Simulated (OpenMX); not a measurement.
FePt (Tetraferroplatinum) under changes of volume

One of the cells (13.796 Å³/atom); the others are scaled copies at fixed shape and fractional positions:

```
Pt Fe
1.0
     2.72350    0.00000    0.00000
     0.00000    2.72350    0.00000
     0.00000    0.00000    3.72000
Pt Fe
1 1
Direct
  0.50000 0.50000 0.50000
  0.00000 0.00000 0.00000
```

| Quantity | Value |
| --- | --- |
| Program | OpenMX 3.8.5 |
| Functional | PBE |
| Potentials or basis | OpenMX 2013 PBE set, Pt7.0-s3p2d2, Fe6.0H-s2p2d1, fixed grid of 36 × 36 × 50 points |
| k mesh | 11 × 11 × 7 |
| Occupations | fermi-dirac, width 0.05 eV |
| Spin | collinear spin, ferromagnetic start |
| Starting moments | [0.0, 3.0] μB |

| volume (Å³/atom) | energy over the lowest point (meV/atom) | moment (μB per cell) |
| --- | --- | --- |
| 12.969 | ? | ? |
| 13.245 | 59.11 | 3.20 |
| 13.521 | 31.50 | 3.25 |
| 13.796 | 12.96 | 3.31 |
| 14.072 | 2.60 | 3.35 |
| 14.348 | 0.00 | 3.38 |
| 14.624 | 4.66 | 3.40 |

**Question.** What does the run at 12.969 Å³/atom give?

**Answer.** Energy over the lowest point 97.70 meV/atom; moment 3.16 μB per cell.

Worked out: A Birch-Murnaghan fit of order 3 (a polynomial in V^(-2/3)) to the other rows has its minimum at 14.31 Å³/atom with B0 = V·E''(V) = 220 GPa (rough, since the energies scatter) at fixed shape and positions, which overstates the stiffness. It gives 96.28 meV/atom at 12.969 Å³/atom, against the run's 97.70. A parabola through the other rows of the moment, of slope 0.271 μB per Å³/atom there, extrapolates to 3.13 μB, against the run's 3.16. The fit is too stiff a form for this range.

Energies are extrapolated to zero smearing.

Caveats: the transition metal has a single d function, too few for pressures, volumes and moments; the basis of atomic orbitals isn't converged, which shifts pressures, moduli and gaps.
